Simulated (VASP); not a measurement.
Input of a VASP 6.6.1 run:

File INCAR:

```
SYSTEM = Tm
ALGO = Normal
EDIFF = 1E-7
EDIFFG = -0.01
ENCUT = 600
GGA = PE
IBRION = 2
ISIF = 3
ISMEAR = -1
ISPIN = 2
IVDW = 13
LASPH = .TRUE.
LCHARG = .FALSE.
LMAXMIX = 6
LORBIT = 11
LREAL = .FALSE.
LWAVE = .FALSE.
MAGMOM = 2
NELM = 120
NSW = 40
PREC = Accurate
SIGMA = 0.05
```

Contents of KPOINTS:

```
k-points
0
G
  7 7 7
  0 0 0
```

The input POSCAR:

```
Tm
1.0
   -1.9705499473      1.9705499473      1.9705499473
    1.9705499473     -1.9705499473      1.9705499473
    1.9705499473      1.9705499473     -1.9705499473
Tm
1
Direct
    0.0000000000      0.0000000000      0.0000000000
```

Potentials or basis: VASP PAW PBE potentials, release 64 (Tm).

Command:

```sh
$ cat potpaw_PBE.64/Tm/POTCAR > POTCAR
$ mpirun -np 1 vasp_std > vasp.out
```

(1) Estimate the relaxed volume.

(2) Estimate the dispersion energy per atom.

Answers

(1) 33.54 Å³/atom.

(2) -0.166 eV.

Caveat: the magnetic or orbital state may not be the lowest; pairwise dispersion overbinds metals, which lowers pressure and volume.
